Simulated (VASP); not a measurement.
# Lu (P6_3/mmc) in VASP: a series of runs

Runs on Lu. Level: PBE. Tasks: single point.

Everything below comes from runs of VASP 6.6.1. Logs are shortened: lines on timing, memory, paths and dates and some standing lists are left out, and cuts for length are marked.

## (1) The crystal as given

The structure is hexagonal, space group P6_3/mmc (No. 194). Conventional cell: a = 3.503 Å, b = 3.503 Å, c = 5.551 Å, α = 90.00°, β = 90.00°, γ = 120.00°. Around Lu (site symmetry -6m2) lie 12 Lu at 3.43 to 3.50 Å.

## (2) Single point, PBE

File INCAR:

```
SYSTEM = Lu
  PREC = Normal
  ENCUT = 450
  EDIFF = 1E-4
  ISMEAR = 0
  SIGMA = 0.1
  LREAL = Auto
  LASPH = .True.
  NELM = 100
  ALGO = Normal
  ISIF = 2
  LWAVE = .False.
  LCHARG = .False.
  GGA = PE
  ADDGRID = .False.
```

File KPOINTS:

```
regular mesh
0
Gamma
  11 11 6
  0 0 0
```

File POSCAR:

```
Lu
1.0
    3.5031000000      0.0000000000      0.0000000000
   -1.7515500000      3.0337735920      0.0000000000
    0.0000000000      0.0000000000      5.5509000000
Lu
2
Direct
    0.6666666667      0.3333333333      0.7500000000
    0.3333333333      0.6666666667      0.2500000000
```

Potentials or basis: VASP PAW PBE potentials, release 64 (Lu_3), 4f in core.

Launch:

```
$ cat potpaw_PBE.64/Lu_3/POTCAR > POTCAR
$ mpirun -np 1 vasp_std > vasp.out
```

OUTCAR:

```text
SYSTEM = Lu
   PREC = Normal
   ENCUT = 450
   EDIFF = 1E-4
   ISMEAR = 0
   LREAL = Auto
   LASPH = .True.
   NELM = 100
   ISIF = 2
   GGA = PE

 Found     64 irreducible k-points:

 Following reciprocal coordinates:
            Coordinates               Weight
  0.000000  0.000000  0.000000      1.000000
  0.090909  0.000000  0.000000      6.000000
  0.181818  0.000000  0.000000      6.000000
  0.272727 -0.000000  0.000000      6.000000
  0.363636  0.000000  0.000000      6.000000
  0.454545  0.000000  0.000000      6.000000
   k-points           NKPTS =     64   k-points in BZ     NKDIM =     64   number of bands    NBANDS=     13
   number of dos      NEDOS =    301   number of ions     NIONS =      2
   total plane-waves  NPLWV =   9720
   dimension x,y,z NGX =    18 NGY =   18 NGZ =   30
   dimension x,y,z NGXF=    36 NGYF=   36 NGZF=   60
   ions per type =               2
   NGX,Y,Z   is equivalent  to a cutoff of   8.54,  8.54,  8.98 a.u.
   NGXF,Y,Z  is equivalent  to a cutoff of  17.08, 17.08, 17.97 a.u.
 SYSTEM =  Lu
   PREC   = normal    normal or accurate (medium, high low for compatibility)
   ISTART =      0    job   : 0-new  1-cont  2-samecut
   ICHARG =      2    charge: 1-file 2-atom 10-const
   ISPIN  =      1    spin polarized calculation?
   LNONCOLLINEAR =      F non collinear calculations
   LSORBIT =      F    spin-orbit coupling
   LASPH  =      T    aspherical Exc in radial PAW
   ENCUT  =  450.0 eV  33.07 Ry    5.75 a.u.   6.06  6.06  9.60*2*pi/ulx,y,z
   NELM   =    100;   NELMIN=  2; NELMDL= -5     # of ELM steps
   EDIFF  = 0.1E-03   stopping-criterion for ELM
   LREAL  =      T    real-space projection
   EDIFFG = 0.1E-02   stopping-criterion for IOM
   NSW    =      0    number of steps for IOM
   IBRION =     -1    ionic relax: 0-MD 1-quasi-New 2-CG
   NFREE  =      0    steps in history (QN), initial steepest desc. (CG)
   ISIF   =      2    stress and relaxation
   ISYM   =      2    0-nonsym 1-usesym 2-fastsym
   POTIM  = 0.5000    time-step for ionic-motion
   TEBEG  =    0.0;   TEEND  =   0.0 temperature during run
   PSTRESS=    0.0 pullay stress
   NELECT =      18.0000    total number of electrons
   NUPDOWN=      -1.0000    fix difference up-down
   EMIN   =  10.00;   EMAX   =-10.00  energy-range for DOS
   EFERMI =   0.00;   METHOD = LEGACY
   ISMEAR =     0;   SIGMA  =   0.10  broadening in eV -4-tet -1-fermi 0-gaus
   EFERMI_NEDOS =   21; number of points for ismear=-14 and -15
   IALGO  =     38    algorithm
   IMIX   =      4    mixing-type and parameters
     AMIX     =   0.40;   BMIX     =  1.00
     AMIX_MAG =   1.60;   BMIX_MAG =  1.00
  volume/ion in A,a.u.               =      29.50       199.05
  Fermi-wavevector in a.u.,A,eV,Ry     =   1.102130  2.082723 16.526853  1.214689
  Thomas-Fermi vector in A             =   2.238568
   LORBIT       =      0    0 simple, 1 ext, 2 COOP (PROOUT), +10 PAW based schemes
   GGA     = PE    functional components
   LHFCALC =     F    Hartree Fock is set to
   AEXX    =    0.0000 exact exchange contribution
   IVDW    =     0    specifies the selected vdW correction
   LEPSILON=     F    determine dielectric tensor
   LRPA    =     F    only Hartree local field effects (RPA)
 non-spin polarized calculation
 Gauss-broadening in eV      SIGMA  =   0.10
  energy-cutoff  :      450.00
  volume of cell :       58.99
 maximum number of plane-waves:      1296
   NGX = 13   NGY = 13   NGZ = 19

 number of electron      18.0000001 magnetization

 Free energy of the ion-electron system (eV)
  ---------------------------------------------------
  ext. energy  EPLUGINS =         0.00000000
  ---------------------------------------------------
  free energy    TOTEN  =        -8.91615053 eV

  energy without entropy =       -8.90085204  energy(sigma->0) =       -8.90850128

 E-fermi :   2.7794     XC(G=0):  -9.9078

 val. band max:        2.7665517431   @ k =   0.3636   0.0000   0.0000
 cond. band min:       2.8165265944   @ k =   0.3636   0.1818   0.3333
 fundamental gap:      0.0499748513
 Fermi energy:         2.7793861298

 k-point     1 :       0.0000    0.0000    0.0000
  band No.  band energies     occupation
      1     -24.2653      2.00000
      2     -23.8568      2.00000
      3     -23.8568      2.00000
      4     -23.7808      2.00000
      5     -23.7808      2.00000
      6     -23.7542      2.00000
      7      -3.2475      2.00000
      8       0.3406      2.00000
      9       3.3275      0.00000
     10       4.9935      0.00000
     11       4.9944      0.00000
     12       5.2837      0.00000
     13       5.7098      0.00000

 k-point     2 :       0.0909    0.0000    0.0000
  band No.  band energies     occupation
      1     -24.2527      2.00000
      2     -23.8831      2.00000
      3     -23.8657      2.00000
      4     -23.8085      2.00000
      5     -23.7845      2.00000
      6     -23.7600      2.00000
      7      -3.0508      2.00000
      8       0.5424      2.00000
      9       3.1937      0.00000
     10       4.5013      0.00000
     11       5.1816      0.00000
     12       5.5273      0.00000
     13       5.9744      0.00000

 k-point     3 :       0.1818    0.0000    0.0000
  band No.  band energies     occupation
      1     -24.2167      2.00000
      2     -23.9538      2.00000
      3     -23.8886      2.00000
      4     -23.8812      2.00000
      5     -23.7953      2.00000
      6     -23.7775      2.00000
      7      -2.4860      2.00000
      8       1.0877      2.00000
      9       2.8622      0.24126
     10       3.7845      0.00000
     11       4.8427      0.00000
     12       5.4521      0.00000
     13       5.7332      0.00000

 k-point     4 :       0.2727   -0.0000    0.0000
  band No.  band energies     occupation
      1     -24.1636      2.00000
      2     -24.0469      2.00000
      3     -23.9726      2.00000
      4     -23.9174      2.00000
      5     -23.8103      2.00000
      6     -23.8063      2.00000
      7      -1.6310      2.00000
      8       1.7035      2.00000
      9       2.4732      1.99999
     10       3.1625      0.00000
     11       4.4072      0.00000
     12       4.9067      0.00000
     13       5.2374      0.00000

 k-point     5 :       0.3636    0.0000    0.0000
  band No.  band energies     occupation
      1     -24.1327      2.00000
      2     -24.1039      2.00000
      3     -24.0532      2.00000
      4     -23.9431      2.00000
      5     -23.8435      2.00000
      6     -23.8248      2.00000
      7      -0.6269      2.00000
      8       1.8154      2.00000
      9       2.1481      2.00000
     10       2.7666      1.14403
     11       4.5265      0.00000
     12       4.5907      0.00000
     13       4.9122      0.00000

 k-point     6 :       0.4545    0.0000    0.0000
  band No.  band energies     occupation
      1     -24.1836      2.00000
      2     -24.0998      2.00000
      3     -24.0568      2.00000
      4     -23.9580      2.00000
      5     -23.8773      2.00000
      6     -23.8336      2.00000
      7       0.2593      2.00000
      8       1.4969      2.00000
      9       1.9661      2.00000
     10       2.5043      1.99990
     11       4.3308      0.00000
     12       4.7402      0.00000
     13       5.0352      0.00000

 [... further k-points ...]

------------------------ aborting loop because EDIFF is reached ----------------------------------------

  FORCE on cell =-STRESS in cart. coord.  units (eV):
  Direction    XX          YY          ZZ          XY          YZ          ZX
  --------------------------------------------------------------------------------------
  -------------------------------------------------------------------------------------
  Total        0.0567949      0.0567949     -0.3690796      0.0000000      0.0000000      0.0000000
  in kB        1.5424858      1.5424858    -10.0237786      0.0000000      0.0000000      0.0000000
  external PRESSURE =      -2.3129356 kB  Pullay stress =       0.0000000 kB

 VOLUME and BASIS-vectors are now :
 -----------------------------------------------------------------------------
  energy-cutoff  :      450.00
  volume of cell :       58.99
      direct lattice vectors                 reciprocal lattice vectors
     3.503100000  0.000000000  0.000000000     0.285461448  0.164811244  0.000000000
    -1.751550000  3.033773592  0.000000000     0.000000000  0.329622488  0.000000000
     0.000000000  0.000000000  5.550900000     0.000000000  0.000000000  0.180150967

 POSITION                                       TOTAL-FORCE (eV/Angst)
 -----------------------------------------------------------------------------------
      1.75155      1.01126      4.16318        -0.000000      0.000000      0.000000
     -0.00000      2.02252      1.38773         0.000000     -0.000000      0.000000
 -----------------------------------------------------------------------------------
    total drift:                               -0.000000      0.000000     -0.000000

  FREE ENERGIE OF THE ION-ELECTRON SYSTEM (eV)
  ---------------------------------------------------
  free  energy   TOTEN  =        -8.9161505272 eV

  energy  without entropy=       -8.9008520391  energy(sigma->0) =       -8.90850128
```

Run time: 11 s. Hardware: 1 thread of Intel Xeon 6975P-C (Granite Rapids), shared host; peak memory 0.14 GiB.

These settings aren't checked as converged: the numbers below hold their error.

Results:

| Property | Result |
| --- | --- |
| Free energy | -8.9162 eV |
| Pressure | -0.2 GPa |
| Band gap on the k mesh | none (metal or under the smearing width) |

## (3) Single point, PBE

INCAR is that of step 2.

KPOINTS is that of step 2.

File POSCAR:

```
Lu
1.0
    3.5031000000      0.0000000000      0.0000000000
   -1.7515500000      3.0337735920      0.0000000000
    0.0000000000      0.0000000000      5.5509000000
Lu
2
Direct
    0.6483880000      0.2977880000      0.7516770000
    0.3414390000      0.6668870000      0.2457360000
```

Potentials or basis: VASP PAW PBE potentials, release 64 (Lu_3), 4f in core.

Launch:

```
$ cat potpaw_PBE.64/Lu_3/POTCAR > POTCAR
$ mpirun -np 1 vasp_std > vasp.out
```

It took 60 s on 1 thread of Intel Xeon 6975P-C (Granite Rapids), shared host; peak memory 0.23 GiB.

These settings aren't checked as converged: the numbers below hold their error.

What came out:

* Free energy: -8.9040 eV
* Pressure: -0.2 GPa
* Largest force: 0.224 eV/Å
* Band gap on the k mesh: none (metal or under the smearing width)

## (4) Single point, PBE

File INCAR:

```
SYSTEM = Lu
  PREC = Accurate
  ENCUT = 300
  EDIFF = 1E-6
  ISMEAR = 0
  SIGMA = 0.1
  LREAL = .False.
  LASPH = .True.
  NELM = 100
  ALGO = Normal
  ISIF = 2
  LWAVE = .False.
  LCHARG = .False.
  GGA = PE
  ADDGRID = .False.
```

File KPOINTS:

```
regular mesh
0
Gamma
  13 13 8
  0 0 0
```

File POSCAR:

```
Lu
1.0
    3.5031000000      0.0000000000      0.0000000000
   -1.7515500000      3.0337735920      0.0000000000
    0.0000000000      0.0000000000      5.5509000000
Lu
2
Direct
    0.6666666667      0.3333333333      0.7500000000
    0.3333333333      0.6666666667      0.2500000000
```

Launch:

```
$ cat potpaw_PBE.64/Lu_3/POTCAR > POTCAR
$ mpirun -np 1 vasp_std > vasp.out
```

It took 15 s on 1 thread of Intel Xeon 6975P-C (Granite Rapids), shared host; peak memory 0.15 GiB.

The run converged, but some of its settings lie outside the range that counts as converged, so its numbers aren't taken as properties of the crystal.

What came out:

| Item | Value |
| --- | --- |
| Free energy | -8.9119 eV |
| Pressure | -0.1 GPa |
| Band gap on the k mesh | none (metal or under the smearing width) |

## (5) Single point, PBE

INCAR is that of step 4.

KPOINTS is that of step 4.

File POSCAR:

```
Lu
1.0
    3.5031000000      0.0000000000      0.0000000000
   -1.7515500000      3.0337735920      0.0000000000
    0.0000000000      0.0000000000      5.5509000000
Lu
2
Direct
    0.6483880000      0.2977880000      0.7516770000
    0.3414390000      0.6668870000      0.2457360000
```

Launch:

```
$ cat potpaw_PBE.64/Lu_3/POTCAR > POTCAR
$ mpirun -np 1 vasp_std > vasp.out
```

Run time: 78 s. Hardware: 1 thread of Intel Xeon 6975P-C (Granite Rapids), shared host; peak memory 0.31 GiB.

These settings aren't checked as converged: the numbers below hold their error.

Results:

| Item | Value |
| --- | --- |
| Free energy | -8.9000 eV |
| Pressure | -0.1 GPa |
| Largest force | 0.223 eV/Å |
| Band gap on the k mesh | none (metal or under the smearing width) |

(Part 1 of 2 ends here.)
